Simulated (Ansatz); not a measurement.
# AlN (P6_3mc): the host for defect calculations, part 2 of 3

Aim: the runs on the perfect crystal AlN (P6_3mc) that a defect calculation needs first.

Ansatz 0.2.0; plane-wave PAW DFT, PBEsol; relaxation of the host's cell and atoms; PAW set soft_1 (the session's first sound run).

So far. Step 3 (Dielectric tensors of the host): The principal values of the electronic dielectric tensor are 4.50, 4.50 and 4.73. The principal values of the static dielectric tensor are 8.20, 8.20 and 9.74.

## (4) Defect free supercell relaxed in its symmetry

This cell, the one that will hold the defects, is built from the relaxed host. Its coarser k-points can move the atoms a little, so it is relaxed from the symmetric sites, as the reference for the test of stability.

This step: plane-wave PAW DFT, PBEsol; relaxation of the defect-free supercell in its symmetry; PAW set soft_1 (Ansatz 0.2.0).

System of this step: AlN (P6_3mc). The cell holds 128 atoms: 64 Al and 64 N. Cell: a = 14.686 Å, b = 14.686 Å, c = 11.753 Å, α = 125.1°, β = 125.1°, γ = 94.5°.

pristine.symmetric/input.yaml

```yaml
crystal:
  lattice:
    - [-9.3408221251, 5.3929260535, 9.9673535922]
    - [9.3408221251, -5.3929260535, 9.9673535922]
    - [3.1136073087, 5.3929261684, -9.9673535922]
  atoms:
    - { symbol: Al, position: [0.2080918742, 0.0414252076, 0.0] }
    - { symbol: Al, position: [0.2080918742, 0.2914252076, 0.25] }
    - { symbol: Al, position: [0.4580918742, 0.0414252076, 0.25] }
    - { symbol: Al, position: [0.4580918742, 0.2914252076, 0.0] }
    - { symbol: Al, position: [0.1664252076, 0.0830918742, 0.25] }
    - { symbol: Al, position: [0.1664252076, 0.3330918742, 0.0] }
    - { symbol: Al, position: [0.4164252076, 0.0830918742, 0.0] }
    - { symbol: Al, position: [0.4164252076, 0.3330918742, 0.25] }
    - { symbol: "N", position: [0.0535747924, 0.1369081258, 0.25] }
    - { symbol: "N", position: [0.0535747924, 0.3869081258, 0.0] }
    - { symbol: "N", position: [0.3035747924, 0.1369081258, 0.0] }
    - { symbol: "N", position: [0.3035747924, 0.3869081258, 0.25] }
    - { symbol: "N", position: [0.0119081258, 0.1785747924, 0.0] }
    - { symbol: "N", position: [0.0119081258, 0.4285747924, 0.25] }
    - { symbol: "N", position: [0.2619081258, 0.1785747924, 0.25] }
    - { symbol: "N", position: [0.2619081258, 0.4285747924, 0.0] }
    - { symbol: Al, position: [0.2080918742, 0.0414252076, 0.5] }
    - { symbol: Al, position: [0.2080918742, 0.2914252076, 0.75] }
    - { symbol: Al, position: [0.4580918742, 0.0414252076, 0.75] }
    - { symbol: Al, position: [0.4580918742, 0.2914252076, 0.5] }
    - { symbol: Al, position: [0.1664252076, 0.0830918742, 0.75] }
    - { symbol: Al, position: [0.1664252076, 0.3330918742, 0.5] }
    - { symbol: Al, position: [0.4164252076, 0.0830918742, 0.5] }
    - { symbol: Al, position: [0.4164252076, 0.3330918742, 0.75] }
    - { symbol: "N", position: [0.0535747924, 0.1369081258, 0.75] }
    - { symbol: "N", position: [0.0535747924, 0.3869081258, 0.5] }
    - { symbol: "N", position: [0.3035747924, 0.1369081258, 0.5] }
    - { symbol: "N", position: [0.3035747924, 0.3869081258, 0.75] }
    - { symbol: "N", position: [0.0119081258, 0.1785747924, 0.5] }
    - { symbol: "N", position: [0.0119081258, 0.4285747924, 0.75] }
    - { symbol: "N", position: [0.2619081258, 0.1785747924, 0.75] }
    - { symbol: "N", position: [0.2619081258, 0.4285747924, 0.5] }
    - { symbol: Al, position: [0.2080918742, 0.5414252076, 0.0] }
    - { symbol: Al, position: [0.2080918742, 0.7914252076, 0.25] }
    - { symbol: Al, position: [0.4580918742, 0.5414252076, 0.25] }
    - { symbol: Al, position: [0.4580918742, 0.7914252076, 0.0] }
    - { symbol: Al, position: [0.1664252076, 0.5830918742, 0.25] }
    - { symbol: Al, position: [0.1664252076, 0.8330918742, 0.0] }
    - { symbol: Al, position: [0.4164252076, 0.5830918742, 0.0] }
    - { symbol: Al, position: [0.4164252076, 0.8330918742, 0.25] }
    - { symbol: "N", position: [0.0535747924, 0.6369081258, 0.25] }
    - { symbol: "N", position: [0.0535747924, 0.8869081258, 0.0] }
    - { symbol: "N", position: [0.3035747924, 0.6369081258, 0.0] }
    - { symbol: "N", position: [0.3035747924, 0.8869081258, 0.25] }
    - { symbol: "N", position: [0.0119081258, 0.6785747924, 0.0] }
    - { symbol: "N", position: [0.0119081258, 0.9285747924, 0.25] }
    - { symbol: "N", position: [0.2619081258, 0.6785747924, 0.25] }
    - { symbol: "N", position: [0.2619081258, 0.9285747924, 0.0] }
    - { symbol: Al, position: [0.2080918742, 0.5414252076, 0.5] }
    - { symbol: Al, position: [0.2080918742, 0.7914252076, 0.75] }
    - { symbol: Al, position: [0.4580918742, 0.5414252076, 0.75] }
    - { symbol: Al, position: [0.4580918742, 0.7914252076, 0.5] }
    - { symbol: Al, position: [0.1664252076, 0.5830918742, 0.75] }
    - { symbol: Al, position: [0.1664252076, 0.8330918742, 0.5] }
    - { symbol: Al, position: [0.4164252076, 0.5830918742, 0.5] }
    - { symbol: Al, position: [0.4164252076, 0.8330918742, 0.75] }
    - { symbol: "N", position: [0.0535747924, 0.6369081258, 0.75] }
    - { symbol: "N", position: [0.0535747924, 0.8869081258, 0.5] }
    - { symbol: "N", position: [0.3035747924, 0.6369081258, 0.5] }
    - { symbol: "N", position: [0.3035747924, 0.8869081258, 0.75] }
    - { symbol: "N", position: [0.0119081258, 0.6785747924, 0.5] }
    - { symbol: "N", position: [0.0119081258, 0.9285747924, 0.75] }
    - { symbol: "N", position: [0.2619081258, 0.6785747924, 0.75] }
    - { symbol: "N", position: [0.2619081258, 0.9285747924, 0.5] }
    - { symbol: Al, position: [0.7080918742, 0.0414252076, 0.0] }
    - { symbol: Al, position: [0.7080918742, 0.2914252076, 0.25] }
    - { symbol: Al, position: [0.9580918742, 0.0414252076, 0.25] }
    - { symbol: Al, position: [0.9580918742, 0.2914252076, 0.0] }
    - { symbol: Al, position: [0.6664252076, 0.0830918742, 0.25] }
    - { symbol: Al, position: [0.6664252076, 0.3330918742, 0.0] }
    - { symbol: Al, position: [0.9164252076, 0.0830918742, 0.0] }
    - { symbol: Al, position: [0.9164252076, 0.3330918742, 0.25] }
    - { symbol: "N", position: [0.5535747924, 0.1369081258, 0.25] }
    - { symbol: "N", position: [0.5535747924, 0.3869081258, 0.0] }
    - { symbol: "N", position: [0.8035747924, 0.1369081258, 0.0] }
    - { symbol: "N", position: [0.8035747924, 0.3869081258, 0.25] }
    - { symbol: "N", position: [0.5119081258, 0.1785747924, 0.0] }
    - { symbol: "N", position: [0.5119081258, 0.4285747924, 0.25] }
    - { symbol: "N", position: [0.7619081258, 0.1785747924, 0.25] }
    - { symbol: "N", position: [0.7619081258, 0.4285747924, 0.0] }
    - { symbol: Al, position: [0.7080918742, 0.0414252076, 0.5] }
    - { symbol: Al, position: [0.7080918742, 0.2914252076, 0.75] }
    - { symbol: Al, position: [0.9580918742, 0.0414252076, 0.75] }
    - { symbol: Al, position: [0.9580918742, 0.2914252076, 0.5] }
    - { symbol: Al, position: [0.6664252076, 0.0830918742, 0.75] }
    - { symbol: Al, position: [0.6664252076, 0.3330918742, 0.5] }
    - { symbol: Al, position: [0.9164252076, 0.0830918742, 0.5] }
    - { symbol: Al, position: [0.9164252076, 0.3330918742, 0.75] }
    - { symbol: "N", position: [0.5535747924, 0.1369081258, 0.75] }
    - { symbol: "N", position: [0.5535747924, 0.3869081258, 0.5] }
    - { symbol: "N", position: [0.8035747924, 0.1369081258, 0.5] }
    - { symbol: "N", position: [0.8035747924, 0.3869081258, 0.75] }
    - { symbol: "N", position: [0.5119081258, 0.1785747924, 0.5] }
    - { symbol: "N", position: [0.5119081258, 0.4285747924, 0.75] }
    - { symbol: "N", position: [0.7619081258, 0.1785747924, 0.75] }
    - { symbol: "N", position: [0.7619081258, 0.4285747924, 0.5] }
    - { symbol: Al, position: [0.7080918742, 0.5414252076, 0.0] }
    - { symbol: Al, position: [0.7080918742, 0.7914252076, 0.25] }
    - { symbol: Al, position: [0.9580918742, 0.5414252076, 0.25] }
    - { symbol: Al, position: [0.9580918742, 0.7914252076, 0.0] }
    - { symbol: Al, position: [0.6664252076, 0.5830918742, 0.25] }
    - { symbol: Al, position: [0.6664252076, 0.8330918742, 0.0] }
    - { symbol: Al, position: [0.9164252076, 0.5830918742, 0.0] }
    - { symbol: Al, position: [0.9164252076, 0.8330918742, 0.25] }
    - { symbol: "N", position: [0.5535747924, 0.6369081258, 0.25] }
    - { symbol: "N", position: [0.5535747924, 0.8869081258, 0.0] }
    - { symbol: "N", position: [0.8035747924, 0.6369081258, 0.0] }
    - { symbol: "N", position: [0.8035747924, 0.8869081258, 0.25] }
    - { symbol: "N", position: [0.5119081258, 0.6785747924, 0.0] }
    - { symbol: "N", position: [0.5119081258, 0.9285747924, 0.25] }
    - { symbol: "N", position: [0.7619081258, 0.6785747924, 0.25] }
    - { symbol: "N", position: [0.7619081258, 0.9285747924, 0.0] }
    - { symbol: Al, position: [0.7080918742, 0.5414252076, 0.5] }
    - { symbol: Al, position: [0.7080918742, 0.7914252076, 0.75] }
    - { symbol: Al, position: [0.9580918742, 0.5414252076, 0.75] }
    - { symbol: Al, position: [0.9580918742, 0.7914252076, 0.5] }
    - { symbol: Al, position: [0.6664252076, 0.5830918742, 0.75] }
    - { symbol: Al, position: [0.6664252076, 0.8330918742, 0.5] }
    - { symbol: Al, position: [0.9164252076, 0.5830918742, 0.5] }
    - { symbol: Al, position: [0.9164252076, 0.8330918742, 0.75] }
    - { symbol: "N", position: [0.5535747924, 0.6369081258, 0.75] }
    - { symbol: "N", position: [0.5535747924, 0.8869081258, 0.5] }
    - { symbol: "N", position: [0.8035747924, 0.6369081258, 0.5] }
    - { symbol: "N", position: [0.8035747924, 0.8869081258, 0.75] }
    - { symbol: "N", position: [0.5119081258, 0.6785747924, 0.5] }
    - { symbol: "N", position: [0.5119081258, 0.9285747924, 0.75] }
    - { symbol: "N", position: [0.7619081258, 0.6785747924, 0.75] }
    - { symbol: "N", position: [0.7619081258, 0.9285747924, 0.5] }
basis:
  ecutwfc: 420
  xc_grid: 2
hamiltonian:
  xc: pbesol
  pseudopotentials: { kind: paw, azcp: { folder: soft_1 }, xc_functional: pbe }
kpoints:
  mp_grid: { grid: [1, 1, 1] }
scf:
  occupations: { method: fermi_dirac, width: 0.01 }
  max_iter: 100
  lower_state_search: "off"
output:
  forces: true
relax:
  f_tol: 0.015
  max_steps: 60
  escape_saddle: false
checkpoint:
  write: "../pristine.symmetric.run"
  compress: false
  write_wavefunctions: false
  write_every: 100000
```

The run is started by

```console
ansatz run input.yaml --threads 32 --pin off --max-ram 84787MiB --backend cuda --events-out ev --progress --plain --runs-dir out --max-vram 78GiB
```

Numbers of over 12 decimals in the logs are rounded to 6 here.

The program printed:

```text
[...]
device memory: the entry about to start is reckoned to put 3.9 GiB on a device that reports 144.8 GiB free (of which the cap on the GPU budget leaves the run 78.0 GiB)
GPU FFT provider: cuFFT
GPU libraries: cuBLAS 13.8.1, cuFFT 12.4.0, cuSOLVER 12.3.2
GPU matrix products: emulated (plane waves: as basis.precision tells), large ones in fixed point in workspaces of 1.00 GiB
Crystal: 128 atoms, lattice volume = 1338.931 Å³
Basis set: ecut = 420 eV, 26161 PW (Γ), exchange–correlation on 200×200×160 points (8 copies of the dense FFT grid, shifted against one another)
Bands: 384, of which v1, the nominal top of the filled ones, is band 256 counted from 1 (255 counted from 0)
Symmetry: 128 space group operations
[...]
k-points: 1
[...]
GPU buffer pool allocated for 800000 grid points (all kernels)
GPU transforms: local potential and band sums: pruned to the plane-wave sphere, on 100×100×80
[...]
SCF iter   1: F=—  HF=-58067.939408 eV  |Δ(HF+E_count)|=         —  Δρ=1.31e-1  dr2=2.81e2  Hψ=1704
[...]
SCF iter   7: F=-57980.541176 eV  HF=-57980.541176 eV  |Δ(HF+E_count)|=   7.77e-6  Δρ=4.87e-6  dr2=2.40e-7  Hψ=900
SCF 1 converged in 7 iterations: F = -57980.541176 eV  dr2 = 2.40e-7
[...]
relax step   1: F+E_penalty+E_count = -57980.54117604 eV  Δ(F+E_penalty+E_count) = +0.000e0 eV  max|allowed force component| = 1.549e-2 eV/Å  Δτ_max = 0.0000 Å  (7 SCF iters, dr2 threshold 5.63e-6 eV, accepted)
[...]
SCF iter   6: F=-57980.542222 eV  HF=-57980.542222 eV  |Δ(HF+E_count)|=  6.40e-10  Δρ=5.66e-8  dr2=3.00e-11  Hψ=651
SCF 2 converged in 6 iterations: F = -57980.542222 eV  dr2 = 3.00e-11
relax step   2: F+E_penalty+E_count = -57980.54222247 eV  Δ(F+E_penalty+E_count) = -1.046e-3 eV  max|allowed force component| = 1.057e-2 eV/Å  Δτ_max = 0.0013 Å  (6 SCF iters, accepted)
SCF converged after 6 iterations
Free energy (F): -57980.542222 eV
[...]
Internal energy: -57980.542222 eV  (E = F + TS)
E sigma→0 (E₀):  -57980.542222 eV
Fermi energy:    9.092940 eV
[...]
--- Forces (eV/Å), atoms counted from 1 ---
  atom   1  Al    -0.00464506     0.00268183    -0.01056901
  atom   2  Al    -0.00464506     0.00268183    -0.01056901
  atom   3  Al    -0.00464506     0.00268183    -0.01056901
  atom   4  Al    -0.00464506     0.00268183    -0.01056901
  atom   5  Al     0.00464506    -0.00268183    -0.01056901
  atom   6  Al     0.00464506    -0.00268183    -0.01056901
  [... 122 more lines of this table ...]
  max |Σ_I F_I| component: 2.20e-6 eV/Å
--- Relaxed structure (2 steps of the walk, 2 accepted, 0 SCFs on fresh bases) ---
  F+E_penalty+E_count = -57980.54222247 eV   max|allowed force component| = 1.057e-2 eV/Å
  atoms:
    - { symbol: Al, position: [0.208036, 0.041466, -2.7755575615628914e-17] }
    - { symbol: Al, position: [0.208036, 0.291466, 0.250000] }
    - { symbol: Al, position: [0.458036, 0.041466, 0.250000] }
    - { symbol: Al, position: [0.458036, 0.291466, -6.938893903907228e-17] }
    - { symbol: Al, position: [0.166466, 0.083036, 0.250000] }
    - { symbol: Al, position: [0.166466, 0.333036, 2.7755575615628914e-17] }
  [... 122 more lines of this table ...]
```

Run time: 2.4 s. Hardware: 1 × NVIDIA GB200 with 32 threads of Arm Neoverse V2, shared host; peak memory 1.3 GiB; 7.2 s of CPU time.

Hardly anything moved in the relaxation; the energy changed by under 0.2 meV an atom.

## (5) Defect free supercell relaxed from displaced atoms

This step: plane-wave PAW DFT, PBEsol; relaxation of the defect-free supercell from random displacements, a test of the host's stability; PAW set soft_1 (Ansatz 0.2.0).

pristine.rattled/input.yaml, as its differences from pristine.symmetric/input.yaml of step 4:

```diff
@@ -150,6 +150,6 @@
   f_tol: 0.015
-  max_steps: 60
-  escape_saddle: false
+  max_steps: 120
+  random_displacement: { amplitude: 0.06, seed: 8253 }
 checkpoint:
-  write: "../pristine.symmetric.run"
+  write: "../pristine.rattled.run"
   compress: false
```

The program printed:

```text
[...]
Crystal: 128 atoms, lattice volume = 1338.931 Å³
Basis set: ecut = 420 eV, 26161 PW (Γ), exchange–correlation on 200×200×160 points (8 copies of the dense FFT grid, shifted against one another)
Bands: 384, of which v1, the nominal top of the filled ones, is band 256 counted from 1 (255 counted from 0)
Symmetry: 1 space group operations
k-points: 1
[...]
SCF iter   1: F=—  HF=-58064.533766 eV  |Δ(HF+E_count)|=         —  Δρ=1.32e-1  dr2=2.86e2  Hψ=1657
[...]
SCF iter   2: F=—  HF=-57980.448923 eV  |Δ(HF+E_count)|=    8.41e1  Δρ=4.53e-2  dr2=1.56e1  Hψ=862
[...]
SCF iter   7: F=-57975.815048 eV  HF=-57975.815049 eV  |Δ(HF+E_count)|=   6.46e-7  Δρ=1.49e-5  dr2=2.81e-6  Hψ=1162
SCF 1 converged in 7 iterations: F = -57975.815048 eV  dr2 = 2.81e-6
[...]
relax step   1: F+E_penalty+E_count = -57975.81504804 eV  Δ(F+E_penalty+E_count) = +0.000e0 eV  max|allowed force component| = 2.382e0 eV/Å  Δτ_max = 0.0000 Å  (7 SCF iters, dr2 threshold 5.63e-6 eV, accepted)
[...]
relax step   2: F+E_penalty+E_count = -57979.07180781 eV  Δ(F+E_penalty+E_count) = -3.257e0 eV  max|allowed force component| = 1.262e0 eV/Å  Δτ_max = 0.0577 Å  (6 SCF iters, dr2 threshold 1.00e-4 eV, accepted)
relax step   3: F+E_penalty+E_count = -57980.54215504 eV  Δ(F+E_penalty+E_count) = -1.470e0 eV  max|allowed force component| = 2.556e-2 eV/Å  Δτ_max = 0.0554 Å  (6 SCF iters, dr2 threshold 9.95e-5 eV, accepted)
relax step   4: F+E_penalty+E_count = -57980.54215848 eV  Δ(F+E_penalty+E_count) = -3.441e-6 eV  max|allowed force component| = 2.584e-2 eV/Å  Δτ_max = 0.0000 Å  (4 SCF iters, accepted)
relax step   5: F+E_penalty+E_count = -57980.54097400 eV  Δ(F+E_penalty+E_count) = +1.184e-3 eV  max|allowed force component| = 2.664e-2 eV/Å  Δτ_max = 0.0029 Å  (5 SCF iters, rejected (line search))
[...]
SCF iter   1: F=—  HF=-57980.543680 eV  |Δ(HF+E_count)|=         —  Δρ=3.38e-4  dr2=1.72e-3  Hψ=716
[...]
SCF iter   5: F=-57980.542646 eV  HF=-57980.542646 eV  |Δ(HF+E_count)|=  5.24e-10  Δρ=2.74e-6  dr2=7.75e-8  Hψ=957
SCF 6 converged in 5 iterations: F = -57980.542646 eV  dr2 = 7.75e-8
[...]
relax step   6: F+E_penalty+E_count = -57980.54264593 eV  Δ(F+E_penalty+E_count) = -4.875e-4 eV  max|allowed force component| = 7.439e-3 eV/Å  Δτ_max = 0.0014 Å  (5 SCF iters, accepted)
SCF converged after 5 iterations
Free energy (F): -57980.542646 eV
[...]
Internal energy: -57980.542646 eV  (E = F + TS)
E sigma→0 (E₀):  -57980.542646 eV
Fermi energy:    9.094151 eV
[...]
--- Forces (eV/Å), atoms counted from 1 ---
  atom   1  Al     0.00081439     0.00340862     0.00025232
  atom   2  Al    -0.00208224    -0.00053445    -0.00271865
  atom   3  Al    -0.00095268     0.00142806    -0.00115167
  atom   4  Al     0.00005157    -0.00242468    -0.00051136
  atom   5  Al     0.00242072     0.00059429    -0.00066830
  atom   6  Al     0.00028107     0.00120149    -0.00126263
  [... 122 more lines of this table ...]
  max |Σ_I F_I| component: 3.40e-5 eV/Å
--- Relaxed structure (6 steps of the walk, 5 accepted, 0 SCFs on fresh bases) ---
  F+E_penalty+E_count = -57980.54264593 eV   max|allowed force component| = 7.439e-3 eV/Å
  atoms:
    - { symbol: Al, position: [0.207596, 0.041622, -0.000575] }
    - { symbol: Al, position: [0.207619, 0.291666, 0.249481] }
    - { symbol: Al, position: [0.457627, 0.041673, 0.249469] }
    - { symbol: Al, position: [0.457609, 0.291629, -0.000532] }
    - { symbol: Al, position: [0.166055, 0.083188, 0.249439] }
    - { symbol: Al, position: [0.166050, 0.333210, -0.000535] }
  [... 122 more lines of this table ...]
```

Elapsed: 5 s, on 1 × NVIDIA GB200 with 32 threads; peak memory 1.3 GiB; 22 s of CPU time.

The steps of the relaxation:

| step | energy less that of the first step (eV) | largest force component (eV/Å) |
| --- | --- | --- |
| 1 | 0.0000 | 2.3821 |
| 2 | -3.2568 | 1.2620 |
| 3 | -4.7271 | 0.0256 |
| 4 | -4.7271 | 0.0258 |
| 5 | -4.7259 | 0.0266 |
| 6 | -4.7276 | 0.0074 |

Relaxation step 5 was tried and not accepted.

The relaxation ends 37 meV an atom lower than the displaced start, with a largest force component of 0.0074 eV/Å.

## (6) Host on a dense mesh

This step: plane-wave PAW DFT, PBEsol; single point of the defect-free host, a test of the k-point sampling; PAW set soft_1 (Ansatz 0.2.0).

System of this step: AlN (P6_3mc). Symmetry: P6_3mc, No. 186, hexagonal system. The conventional cell has a = 3.114 Å, b = 3.114 Å, c = 4.984 Å, α = 90.00°, β = 90.00°, γ = 120.00°. Nearest to Al lie 4 N at 1.89 to 1.90 Å. Nearest to N lie 4 Al at 1.89 to 1.90 Å. Farther neighbours and most contacts between anions are not listed.

dense/input.yaml

```yaml
crystal:
  lattice:
    - [3.1136073585, 2.87e-08, 0.0]
    - [-1.5568037041, 2.6964630555, 0.0]
    - [0.0, 0.0, 4.9836767961]
  atoms:
    - { symbol: Al, position: [0.6666666667, 0.3333333333, 0.4990341637] }
    - { symbol: Al, position: [0.3333333333, 0.6666666667, 0.9990341637] }
    - { symbol: "N", position: [0.6666666667, 0.3333333333, 0.8809658363] }
    - { symbol: "N", position: [0.3333333333, 0.6666666667, 0.3809658363] }
basis:
  ecutwfc: 420
  xc_grid: 2
hamiltonian:
  xc: pbesol
  pseudopotentials: { kind: paw, azcp: { folder: soft_1 }, xc_functional: pbe }
kpoints:
  mp_grid: { grid: [10, 10, 6] }
scf:
  occupations: { method: fermi_dirac, width: 0.01 }
  max_iter: 100
  lower_state_search: "off"
checkpoint:
  write: "../dense.run"
  compress: false
  write_wavefunctions: false
  write_every: 100000
```

The program printed:

```text
[...]
GPU FFT provider: cuFFT
GPU libraries: cuBLAS 13.8.1, cuFFT 12.4.0, cuSOLVER 12.3.2
[...]
Crystal: 4 atoms, lattice volume = 41.842 Å³
Basis set: ecut = 420 eV, 809 PW (Γ), exchange–correlation on 48×48×72 points (8 copies of the dense FFT grid, shifted against one another)
Bands: 12, of which v1, the nominal top of the filled ones, is band 8 counted from 1 (7 counted from 0)
Symmetry: 12 space group operations
[...]
k-points: 56 of 600 (time reversal used)
[...]
GPU buffer pool allocated for 20736 grid points (all kernels)
[...]
SCF iter   1: F=—  HF=-1814.635047 eV  |Δ(HF+E_count)|=         —  Δρ=1.30e-1  dr2=8.74e0  Hψ=4193
[...]
SCF iter   6: F=-1811.925428 eV  HF=-1811.925428 eV  |Δ(HF+E_count)|=   6.65e-8  Δρ=5.92e-6  dr2=1.40e-8  Hψ=1355
SCF 1 converged in 6 iterations: F = -1811.925428 eV  dr2 = 1.40e-8
[...]
SCF converged after 6 iterations
Free energy (F): -1811.925428 eV
[...]
Internal energy: -1811.925428 eV  (E = F + TS)
E sigma→0 (E₀):  -1811.925428 eV
Fermi energy:    9.081922 eV
[...]
```

Run time: 1 s. Hardware: 1 × NVIDIA GB200 with 32 threads; peak memory 1 GiB.

[end of part 2 of 3]

[Logs are printed without paths, hosts, clocks, repeated set-up lines and the standing remarks that a program may print on its own settings, such as how far it seeks lower states.]

[Hosts, paths, dates, database ids (printed as entryN), source tags and the programs' standing remarks are cut or masked in the printed files.]

[Runs of the host that timed out are not shown.]

[For some hosts the program warned that the k-mesh of the response run may be too coarse for force constants and the static dielectric constant; such warnings are not always shown.]
